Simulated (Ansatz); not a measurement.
## Ligand exchange: SiH(CH3)(OH)(SiH3) + C4H10 → SiH2(OH)(SiH3) + C5H12

Species: SiH(CH3)(OH)(SiH3), singlet; C4H10 (butane) `CCCC`, singlet; SiH2(OH)(SiH3) (disilanol), singlet; C5H12 `CCC(C)C`, singlet. The partners trade CH3 for H: Si–CH3 and C–H bonds give way to Si–H and C–CH3.

Shapes, held fixed at every level: PBE0-D4/def2-TZVP. Flexible molecules stand in one conformer, not always the lowest. Programs: Ansatz 0.2.0. Electronic energies: no zero-point or thermal term.

| level | kind | ΔE (kJ/mol) | less CCSD(T)/CBS estimate |
| --- | --- | --- | --- |
| PBE-D4/def2-TZVPP | GGA | +46.1 | +2.8 |
| r2SCAN0-D4/def2-TZVPP | global hybrid | +47.2 | +3.9 |
| wB97M-V/def2-TZVPP | range-separated hybrid | +45.8 | +2.5 |
| B2PLYP/def2-TZVPP | double hybrid | +46.7 | +3.4 |
| CCSD(T)/def2-TZVPP | coupled cluster or CI | +41.8 | -1.5 |
| CCSD/def2-TZVPP | coupled cluster or CI | +42.7 | -0.6 |
| CCSD(T)/CBS estimate | coupled cluster or CI | +43.3 | 0.0 |

The highest level, CCSD(T)/CBS estimate, gives ΔE = +43.3 kJ/mol; the levels span +41.8 to +47.2. The column of differences is taken from that level and isn't an error. No measured value is set beside it here. The CBS estimate extrapolates MP2 from def2-TZVPP and def2-QZVPP and adds CCSD(T) − MP2 in the triple-zeta set, cores frozen.
